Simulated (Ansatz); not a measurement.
CoPt (CuAu type, space group P4/mmm)

```xyz
2
Lattice="2.6763 0.0000 0.0000 0.0000 2.6763 0.0000 0.0000 0.0000 3.7275" Properties=species:S:1:pos:R:3 pbc="T T T"
Co     1.3382     1.3382     1.8638
Pt     0.0000     0.0000     0.0000
```

Equation-of-state scan: isotropic scaling of the cell above, V₀ being its volume. Symmetry pins the atoms to their sites.

All values below come from r2SCAN (plane waves to 500 eV, PAW, scalar-relativistic; Ansatz, an electronic-structure program). k mesh 17×17×13 (Γ-centred), Fermi-Dirac smearing 0.05 eV. Energies are smeared free energies. With the shape held, the modulus is that of even scaling; a crystal free to change shape is softer. CoPt was relaxed with its symmetry unable to fall. Relaxed CoPt ends ferromagnetic. Spin-orbit coupling is left out, though Pt is heavy. The magnetic order is the one the run started from; other orders were not tried. ΔE is measured from the relaxed starting cell. The last digit holds for this mesh only.

```
V (Å³/atom)  ΔE (meV/atom)
-----------  -------------
12.549                39.4
12.749                21.5
12.949                 9.2
13.149                 2.2
13.350                 0.0
13.550                 2.1
13.750                 8.1
13.950                17.7
14.151                30.6
```

**Question.** What bulk modulus at fixed cell shape B₀ follows from a third-order Birch-Murnaghan fit?

**Answer.** 231 GPa.

**Question.** What is the fitted pressure derivative B₀′?

**Answer.** 5.3.

(A scan under strain: stresses follow from slopes of the energy per volume, elastic moduli from its curvatures.)
